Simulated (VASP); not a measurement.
MgS:

```xyz
2
Lattice="3.0607 0.0000 0.0000 0.0000 3.0607 0.0000 0.0000 0.0000 3.0607" Properties=species:S:1:pos:R:3 pbc="T T T"
Mg    0.0000    0.0000    0.0000
S     1.5303    1.5303    1.5303
```

The cell was built by a generator and needn't be a form met in nature.

| Item | Value |
| --- | --- |
| Program | VASP 6.6.1 |
| Task | relaxation of cell and atoms |
| Functional | PBE |
| Potentials or basis | VASP PAW PBE potentials, release 64 (Mg, S) |
| Cutoff | 600 eV |
| k mesh | 8 × 8 × 8 |
| Occupations | fermi-dirac, width 0.02 eV |
| Spin | no spin polarisation |

At the start: pressure 21.0 GPa; volume 14.34 Å³/atom.

**Question.** Where does the relaxation end?

**Answer.** Over 5 steps the energy falls by 176.5 meV/atom and the volume is 17.48 Å³/atom (+22.0 %); space group Pm-3m (No. 221, to 0.05 Å).

Step by step:
| step | energy change (eV) | largest force (eV/Å) | pressure (GPa) | volume (Å³) |
| --- | --- | --- | --- | --- |
| 1 | 0.0000 | 0.0000 | 20.96 | 28.67 |
| 2 | -0.3248 | 0.0000 | -3.86 | 37.18 |
| 3 | -0.3529 | 0.0000 | 0.10 | 34.93 |
| 4 | -0.3529 | 0.0000 | -0.18 | 35.06 |
| 5 | -0.3529 | 0.0000 | 0.01 | 34.97 |

Final structure:
```cif
data_structure
_symmetry_space_group_name_H-M 'P 1'
_symmetry_Int_Tables_number 1
_cell_length_a 3.2701
_cell_length_b 3.2701
_cell_length_c 3.2701
_cell_angle_alpha 90.000
_cell_angle_beta 90.000
_cell_angle_gamma 90.000
_cell_volume 34.97
loop_
_atom_site_label
_atom_site_type_symbol
_atom_site_fract_x
_atom_site_fract_y
_atom_site_fract_z
_atom_site_occupancy
Mg1 Mg 0.00000 0.00000 0.00000 1
S1 S 0.50000 0.50000 0.50000 1
```

Caveat: the volume moved by over 15 % at a fixed basis, so the end points are rough.
